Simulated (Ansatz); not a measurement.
G0W0 rungs for SiO2 (Stishovite).

```xyz
6
Lattice="4.1773 0.0000 0.0000 0.0000 4.1773 0.0000 0.0000 0.0000 2.6652" Properties=species:S:1:pos:R:3 pbc="T T T"
Si    0.0000    0.0000    0.0000
Si    2.0886    2.0886    1.3326
O     1.2778    1.2778    0.0000
O     0.8108    3.3665    1.3326
O     2.8995    2.8995    0.0000
O     3.3665    0.8108    1.3326
```

The cell and positions come from the Crystallography Open Database and are kept as given unless a step says otherwise. PAW set soft_2, made with PBE.

Runs so far (Ansatz 0.2.0, start PBE, default PAW files, 4×4×6 mesh). Times are wall times on 1 × NVIDIA H100 80GB HBM3 (shared by 6 runs) with 3 threads of AMD EPYC 7R13 (Zen 3), shared host, good to a factor of about two.

```tsv
bands summed	cutoff (eV)	gap on the mesh (eV)	time
76	69	8.301	12 s
187	138	8.491	12 s
```

What should the next rung give, with 384 bands and screening to 230 eV, and where is the limit?

The error falls about as one over the bands when the cutoff rises with them. A line through the two highest rungs given predicts 8.557 eV; the run gave 8.612 eV, a miss of 0.054 eV, so the law fails here: the steps don't follow it yet. The two highest rungs put the limit near 8.727 eV, the pair below near 8.621 eV; neither can be trusted until a further rung is run.

Gaps are over the mesh's points; an edge off the mesh would be missed. Limits: not at the basis limit; coarse k mesh.

[Paths, hosts, dates, memory and timing lines, banners, echoed tables and standing remarks are left out of the program output.]

[Logs are printed without paths, hosts, clocks, repeated set-up lines and the standing remarks that a program may print on its own settings, such as how far it seeks lower states.]

[Runs of the session that timed out or met a known fault of the program may be left out.]

[Cells called generated may have been cut or substituted from an entry of the Crystallography Open Database or the Materials Project.]

[Hosts, paths, dates, database ids (printed as entryN), source tags and the programs' standing remarks are cut or masked in the printed files.]
